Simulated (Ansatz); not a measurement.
**Calculated with Ansatz: Rb$_{2}$Tl$_{4}$SnHg, relaxation**

The command:

```bash
ansatz run input.yaml --threads 2 --pin off --max-ram 2560MiB --backend cpu --events-out ev --progress --plain --runs-dir out
```

input.yaml:

```yaml
crystal:
  lattice:
    - [-4.287617, 4.287617, 3.596492]
    - [4.287617, -4.287617, 3.596492]
    - [4.287617, 4.287617, -3.596492]
  atoms:
    - { symbol: Hg, position: [0.0, 0.0, 0.0] }
    - { symbol: Tl, position: [0.4297, 0.4297, 0.3422] }
    - { symbol: Tl, position: [0.5703, 0.9125, 0.0] }
    - { symbol: Tl, position: [0.0875, 0.0875, 0.6578] }
    - { symbol: Tl, position: [0.9125, 0.5703, 0.0] }
    - { symbol: Sn, position: [0.5, 0.5, 0.0] }
    - { symbol: Rb, position: [0.0, 0.5, 0.5] }
    - { symbol: Rb, position: [0.5, 0.0, 0.5] }
  symmetry: { tolerance: 0.0003 }
kpoints:
  mp_grid: { grid: [6, 6, 6], shift: [0, 0, 0] }
magnetization:
  spin_polarized: false
scf:
  occupations: { method: fermi_dirac }
  lower_state_search: "off"
hamiltonian:
  pseudopotentials: { kind: paw }
  xc: pbe
basis:
  ecutwfc: 420
  fft_grid_basis: typed
relax:
  max_steps: 60
  cell: { p_target: 0.0 }
  f_tol: 0.03
output:
  forces: true
  stress: true
  eigenvalues: true
  bader: true
  populations: true
  elf: true
  write_potential: true
  volumetric_format: npy
  dos:
    e_range: [-12, 8]
    de: 0.05
    projected: { site_lists: { Hg: [Hg], Rb: [Rb], Sn: [Sn], Tl: [Tl] } }
checkpoint:
  read: saved_state
```

Origin of the cell: a known structure type with other elements, at an estimated volume, so it need not be a known compound.

The smearing width isn't typed, so it takes its default of 0.1 eV.

The saved state is a converged single point of the same cell.

Steps («new basis» is an SCF on plane waves selected anew at the same cell):

```tsv
step	ΔF (meV/atom)	max force component (eV/Å)	P (GPa)	volume (Å³)	SCF iterations	step was
1	0.0	1.185	7.68	264.47	7	accepted
2	-181.5	0.297	2.32	290.45	8	accepted
3	-213.9	0.107	0.85	306.64	7	accepted
4	-228.8	0.010	0.03	317.09	7	accepted
5	-237.4	0.034	-0.49	320.15	6	accepted
6	-243.2	0.049	-0.91	313.09	7	accepted
7	-247.8	0.017	0.36	293.37	7	accepted
8	-249.8	0.005	0.02	290.12	6	accepted
9	-249.9	0.002	0.01	291.77	7	accepted
10	-264.6	0.003	0.68	291.77	9	new basis
11	-279.6	0.032	0.41	293.59	6	accepted
12	-293.7	0.049	0.24	295.62	6	accepted
13	-307.8	0.053	0.19	295.92	7	accepted
14	-318.3	0.011	0.22	295.39	7	accepted
15	-318.8	0.034	-0.41	302.63	7	accepted
16	-320.2	0.007	0.05	296.53	6	accepted
17	-320.2	0.002	0.00	297.39	6	accepted
18	-323.0	0.002	0.15	297.39	7	new basis
19	-324.0	0.001	0.08	298.39	5	accepted
20	-324.3	0.002	0.01	299.31	6	accepted
21	-324.3	0.002	0.01	299.31	6	new basis
```

Step 1, with forces in eV/Å:

```xyz
8
Lattice="-4.288 4.288 3.596 4.288 -4.288 3.596 4.288 4.288 -3.596" Properties=species:S:1:pos:R:3:forces:R:3 pbc="T T T" step=1
Hg    0.000    0.000    0.000    0.000    0.000    0.000
Tl    1.467    1.467    1.860    1.185    1.185   -0.452
Tl    1.467   -1.467    5.333    1.185   -1.185    0.452
Tl    2.820    2.820   -1.736   -1.185   -1.185   -0.452
Tl   -1.467    1.467    5.333   -1.185    1.185    0.452
Sn    0.000    0.000    3.596    0.000    0.000    0.000
Rb    4.288    0.000    0.000    0.000    0.000    0.000
Rb    0.000    4.288    0.000    0.000    0.000    0.000
```

Step 2, with forces in eV/Å:

```xyz
8
Lattice="-4.388 4.388 3.772 4.388 -4.388 3.772 4.388 4.388 -3.772" Properties=species:S:1:pos:R:3:forces:R:3 pbc="T T T" step=2
Hg    0.000    0.000    0.000    0.000    0.000    0.000
Tl    1.609    1.609    1.902    0.297    0.297   -0.091
Tl    1.609   -1.609    5.641    0.297   -0.297    0.091
Tl    2.779    2.779   -1.869   -0.297   -0.297   -0.091
Tl   -1.609    1.609    5.641   -0.297    0.297    0.091
Sn    0.000    0.000    3.772    0.000    0.000    0.000
Rb    4.388    0.000    0.000    0.000    0.000    0.000
Rb    0.000    4.388    0.000    0.000    0.000    0.000
```

Step 3, with forces in eV/Å:

```xyz
8
Lattice="-4.417 4.417 3.930 4.417 -4.417 3.930 4.417 4.417 -3.930" Properties=species:S:1:pos:R:3:forces:R:3 pbc="T T T" step=3
Hg    0.000    0.000    0.000    0.000    0.000    0.000
Tl    1.638    1.638    1.972    0.107    0.107   -0.042
Tl    1.638   -1.638    5.888    0.107   -0.107    0.042
Tl    2.779    2.779   -1.958   -0.107   -0.107   -0.042
Tl   -1.638    1.638    5.888   -0.107    0.107    0.042
Sn    0.000    0.000    3.930    0.000    0.000    0.000
Rb    4.417    0.000    0.000    0.000    0.000    0.000
Rb    0.000    4.417    0.000    0.000    0.000    0.000
```

Step 5, with forces in eV/Å:

```xyz
8
Lattice="-4.323 4.323 4.282 4.323 -4.323 4.282 4.323 4.323 -4.282" Properties=species:S:1:pos:R:3:forces:R:3 pbc="T T T" step=5
Hg    0.000    0.000    0.000    0.000    0.000    0.000
Tl    1.613    1.613    2.129   -0.034   -0.034    0.015
Tl    1.613   -1.613    6.434   -0.034    0.034   -0.015
Tl    2.710    2.710   -2.152    0.034    0.034    0.015
Tl   -1.613    1.613    6.434    0.034   -0.034   -0.015
Sn    0.000    0.000    4.282    0.000    0.000    0.000
Rb    4.323    0.000    0.000    0.000    0.000    0.000
Rb    0.000    4.323    0.000    0.000    0.000    0.000
```

Step 6, with forces in eV/Å:

```xyz
8
Lattice="-4.190 4.190 4.459 4.190 -4.190 4.459 4.190 4.190 -4.459" Properties=species:S:1:pos:R:3:forces:R:3 pbc="T T T" step=6
Hg    0.000    0.000    0.000    0.000    0.000    0.000
Tl    1.575    1.575    2.215   -0.049   -0.049    0.030
Tl    1.575   -1.575    6.702   -0.049    0.049   -0.030
Tl    2.615    2.615   -2.244    0.049    0.049    0.030
Tl   -1.575    1.575    6.702    0.049   -0.049   -0.030
Sn    0.000    0.000    4.459    0.000    0.000    0.000
Rb    4.190    0.000    0.000    0.000    0.000    0.000
Rb    0.000    4.190    0.000    0.000    0.000    0.000
```

Step 7, with forces in eV/Å:

```xyz
8
Lattice="-4.099 4.099 4.365 4.099 -4.099 4.365 4.099 4.099 -4.365" Properties=species:S:1:pos:R:3:forces:R:3 pbc="T T T" step=7
Hg    0.000    0.000    0.000    0.000    0.000    0.000
Tl    1.561    1.561    2.177    0.017    0.017   -0.011
Tl    1.561   -1.561    6.552    0.017   -0.017    0.011
Tl    2.538    2.538   -2.187   -0.017   -0.017   -0.011
Tl   -1.561    1.561    6.552   -0.017    0.017    0.011
Sn    0.000    0.000    4.365    0.000    0.000    0.000
Rb    4.099    0.000    0.000    0.000    0.000    0.000
Rb    0.000    4.099    0.000    0.000    0.000    0.000
```

Step 10, with forces in eV/Å:

```xyz
8
Lattice="-4.044 4.044 4.461 4.044 -4.044 4.461 4.044 4.044 -4.461" Properties=species:S:1:pos:R:3:forces:R:3 pbc="T T T" step=10
Hg    0.000    0.000    0.000    0.000    0.000    0.000
Tl    1.545    1.545    2.225   -0.003   -0.003    0.002
Tl    1.545   -1.545    6.696   -0.003    0.003   -0.002
Tl    2.499    2.499   -2.235    0.003    0.003    0.002
Tl   -1.545    1.545    6.696    0.003   -0.003   -0.002
Sn    0.000    0.000    4.461    0.000    0.000    0.000
Rb    4.044    0.000    0.000    0.000    0.000    0.000
Rb    0.000    4.044    0.000    0.000    0.000    0.000
```

Step 11, with forces in eV/Å:

```xyz
8
Lattice="-3.980 3.980 4.635 3.980 -3.980 4.635 3.980 3.980 -4.635" Properties=species:S:1:pos:R:3:forces:R:3 pbc="T T T" step=11
Hg    0.000    0.000    0.000    0.000    0.000    0.000
Tl    1.507    1.507    2.323   -0.032   -0.032    0.005
Tl    1.507   -1.507    6.946   -0.032    0.032   -0.005
Tl    2.473    2.473   -2.312    0.032    0.032    0.005
Tl   -1.507    1.507    6.946    0.032   -0.032   -0.005
Sn    0.000    0.000    4.635    0.000    0.000    0.000
Rb    3.980    0.000    0.000    0.000    0.000    0.000
Rb    0.000    3.980    0.000    0.000    0.000    0.000
```

Step 12, with forces in eV/Å:

```xyz
8
Lattice="-3.919 3.919 4.811 3.919 -3.919 4.811 3.919 3.919 -4.811" Properties=species:S:1:pos:R:3:forces:R:3 pbc="T T T" step=12
Hg    0.000    0.000    0.000    0.000    0.000    0.000
Tl    1.450    1.450    2.421   -0.049   -0.049    0.009
Tl    1.450   -1.450    7.202   -0.049    0.049   -0.009
Tl    2.470    2.470   -2.391    0.049    0.049    0.009
Tl   -1.450    1.450    7.202    0.049   -0.049   -0.009
Sn    0.000    0.000    4.811    0.000    0.000    0.000
Rb    3.919    0.000    0.000    0.000    0.000    0.000
Rb    0.000    3.919    0.000    0.000    0.000    0.000
```

Step 13, with forces in eV/Å:

```xyz
8
Lattice="-3.852 3.852 4.986 3.852 -3.852 4.986 3.852 3.852 -4.986" Properties=species:S:1:pos:R:3:forces:R:3 pbc="T T T" step=13
Hg    0.000    0.000    0.000    0.000    0.000    0.000
Tl    1.378    1.378    2.519   -0.053   -0.053    0.006
Tl    1.378   -1.378    7.452   -0.053    0.053   -0.006
Tl    2.474    2.474   -2.467    0.053    0.053    0.006
Tl   -1.378    1.378    7.452    0.053   -0.053   -0.006
Sn    0.000    0.000    4.986    0.000    0.000    0.000
Rb    3.852    0.000    0.000    0.000    0.000    0.000
Rb    0.000    3.852    0.000    0.000    0.000    0.000
```

Step 14, with forces in eV/Å:

```xyz
8
Lattice="-3.783 3.783 5.161 3.783 -3.783 5.161 3.783 3.783 -5.161" Properties=species:S:1:pos:R:3:forces:R:3 pbc="T T T" step=14
Hg    0.000    0.000    0.000    0.000    0.000    0.000
Tl    1.295    1.295    2.613   -0.010   -0.010    0.011
Tl    1.295   -1.295    7.709   -0.010    0.010   -0.011
Tl    2.488    2.488   -2.548    0.010    0.010    0.011
Tl   -1.295    1.295    7.709    0.010   -0.010   -0.011
Sn    0.000    0.000    5.161    0.000    0.000    0.000
Rb    3.783    0.000    0.000    0.000    0.000    0.000
Rb    0.000    3.783    0.000    0.000    0.000    0.000
```

Step 15, with forces in eV/Å:

```xyz
8
Lattice="-3.764 3.764 5.341 3.764 -3.764 5.341 3.764 3.764 -5.341" Properties=species:S:1:pos:R:3:forces:R:3 pbc="T T T" step=15
Hg    0.000    0.000    0.000    0.000    0.000    0.000
Tl    1.285    1.285    2.734   -0.034   -0.034   -0.006
Tl    1.285   -1.285    7.947   -0.034    0.034    0.006
Tl    2.479    2.479   -2.606    0.034    0.034   -0.006
Tl   -1.285    1.285    7.947    0.034   -0.034    0.006
Sn    0.000    0.000    5.341    0.000    0.000    0.000
Rb    3.764    0.000    0.000    0.000    0.000    0.000
Rb    0.000    3.764    0.000    0.000    0.000    0.000
```

Step 18, with forces in eV/Å:

```xyz
8
Lattice="-3.754 3.754 5.275 3.754 -3.754 5.275 3.754 3.754 -5.275" Properties=species:S:1:pos:R:3:forces:R:3 pbc="T T T" step=18
Hg    0.000    0.000    0.000    0.000    0.000    0.000
Tl    1.271    1.271    2.685   -0.002   -0.002    0.000
Tl    1.271   -1.271    7.864   -0.002    0.002    0.000
Tl    2.483    2.483   -2.590    0.002    0.002    0.000
Tl   -1.271    1.271    7.864    0.002   -0.002    0.000
Sn    0.000    0.000    5.275    0.000    0.000    0.000
Rb    3.754    0.000    0.000    0.000    0.000    0.000
Rb    0.000    3.754    0.000    0.000    0.000    0.000
```

Step 21, with forces in eV/Å:

```xyz
8
Lattice="-3.723 3.723 5.399 3.723 -3.723 5.399 3.723 3.723 -5.399" Properties=species:S:1:pos:R:3:forces:R:3 pbc="T T T" step=21
Hg    0.000    0.000    0.000    0.000    0.000    0.000
Tl    1.253    1.253    2.761    0.002    0.002   -0.001
Tl    1.253   -1.253    8.037    0.002   -0.002    0.001
Tl    2.470    2.470   -2.638   -0.002   -0.002   -0.001
Tl   -1.253    1.253    8.037   -0.002    0.002    0.001
Sn    0.000    0.000    5.399    0.000    0.000    0.000
Rb    3.723    0.000    0.000    0.000    0.000    0.000
Rb    0.000    3.723    0.000    0.000    0.000    0.000
```

| Quantity | Value |
| --- | --- |
| Free energy lowered by | 324.3 meV/atom |
| Volume change | 13.17 % |
| Final pressure | 0.01 GPa |
| Relaxation steps listed | 21 |
| Formation energy (elements under the same functional, gases as molecules, uncorrected) | -0.028 eV/atom |

Caveats: no spin-orbit coupling, though heavy elements are present; the relaxation held the start's symmetry, so the end may be a saddle point.

It ran for 13 min on 2 threads of Arm Neoverse V1 (shared host), peak memory 0.93 GiB, from a saved density.
